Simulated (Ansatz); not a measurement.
Zincblende BN: a single-point calculation in Ansatz 0.2.0 (r2SCAN). The cell was relaxed with r2SCAN and then strained (xy shear, engineering strain (angle) +2.43 %), with the atoms relaxed again with r2SCAN; k points keep the names of the unstrained zone.

```yaml
crystal:
  lattice:
    - [0.0219286293, 1.8048254535, 1.8048254535]
    - [1.8048254535, 0.0219286293, 1.8048254535]
    - [1.8267540828, 1.8267540828, 0.0]
  atoms:
    - { symbol: B, position: [0.0001103318, 0.0001103318, -0.0001103318] }
    - { symbol: "N", position: [0.2498896682, 0.2498896682, 0.2501103318] }
kpoints:
  mp_grid: { grid: [12, 12, 12] }
  band_path:
    path:
      - [0.0, 0.0, 0.0]
      - [-0.5, -0.5, 0.0]
      - [-0.375, -0.375, 0.25]
      - [-0.375, 0.0, 0.375]
      - [0.0, 0.0, 0.5]
      - [-0.5, -0.25, 0.25]
    npoints: 1
hamiltonian:
  xc: r2scan
scf:
  occupations: { method: fixed }
  n_extra_bands: 4
output:
  forces: true
  stress: true
  eigenvalues: true
```

Some lines of the output have been replaced by numbered gaps.
```
Pseudopotential: B, paw, valence charge 3, recommended cutoff 500 eV (meta_gga)
Pseudopotential: N, paw, valence charge 5, recommended cutoff 500 eV (meta_gga)
Functional definition: r2SCAN
  parameter k0 = 0.174
  parameter k1 = 0.065
  parameter a1 = 4.9479
  exchange = r2scan_x(k0 = k0, k1 = k1, a1 = a1)
  correlation = r2scan_c
Crystal: 2 atoms, lattice volume = 11.756 Å³
Basis set: ecut = 500 eV, 295 PW (Γ)
Bands: 8, of which v1, the nominal top of the filled ones, is band 4 counted from 1 (3 counted from 0)
[1]
NSCF: frozen V_eff on 6 k-points
SCF converged after 6 iterations
Free energy (F): -543.996482 eV
[2]
--- Forces (eV/Å), atoms counted from 1 ---
  atom   1  B       0.00000      0.00000      0.00006
  atom   2  N       0.00000      0.00000    -0.00006
--- Stress (GPa, compression-positive) ---
[3]
--- Band table (eV; the first three rows and the last of 280) ---
[4]
```

The rows of the band table are 0: (0, 0, 0) = Γ, 1: (0, 0, 0.083), 2: (0, 0, 1/6), 279: (-1/2, -1/2, 0) = X.

Q: What stood in the gaps? They hold the stress, the Fermi energy and the band table, the symmetry found.

A:
```
[1]
Symmetry: 4 space group operations
Space group: Imm2 (ITA 44)
[2]
Fermi energy:    11.141789 eV
[3]
        0.401009     -11.368113       0.000000
      -11.368113       0.401009       0.000000
        0.000000       0.000000       0.085576
  P = ⅓ Tr σ = 0.2959 GPa (2.959 kbar)
[4]
  k-point 0: bands = [-10.2600, 11.0284, 11.0756, 11.1418, 20.3462, 20.5121, 21.0039, 22.3477]
  k-point 1: bands = [-10.0878, 10.0588, 10.8871, 10.9615, 20.6166, 20.9559, 21.2772, 22.7795]
  k-point 2: bands = [-9.5781, 7.8290, 10.4612, 10.5180, 21.1305, 21.6463, 21.9142, 24.0652]
  k-point 279: bands = [-4.5263, 1.7352, 5.7378, 6.2060, 16.0471, 20.9991, 30.4335, 30.4636]
```
The trailing digits, and the zero of the energies, depend on the potentials and thresholds.

No spin polarisation and no zero-point or thermal motion.
